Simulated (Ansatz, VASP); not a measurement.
**One calculation of Bi, two programs**

```
Bi
1.0
     4.53900    0.00000    0.00000
    -2.26950    3.93089    0.00000
     0.00000    0.00000   26.82900
Bi
3
Direct
  0.33333 0.66667 0.27955
  0.66667 0.33333 0.50000
  0.33333 0.66667 0.72045
```

Alike in both runs: task single point; functional LDA; k mesh 7 × 7 × 1; occupations fermi-dirac, width 0.05 eV; no spin polarisation.

|  | VASP | Ansatz |
| --- | --- | --- |
| version | VASP 6.6.1 | Ansatz 0.2.0 |
| potentials or method | VASP PAW LDA potentials, release 64 (Bi_d), cutoff 520 eV | all-electron LAPW, scalar-relativistic |

```csv
,VASP,Ansatz,Ansatz less VASP
gap on the k mesh at the Fermi level (eV),none,none,-
rms of the force components (eV/Å),0.024,0.023,-0.0002
```

Atom by atom the forces differ by 0.000 eV/Å (rms over components). A gap of «none» marks a metal or a gap that the smearing closes. Ansatz ran all-electron here, so the differences hold the error of VASP's frozen core and of both bases.

Caveats: spin-orbit coupling is left out, which moves the levels of the heavy elements.
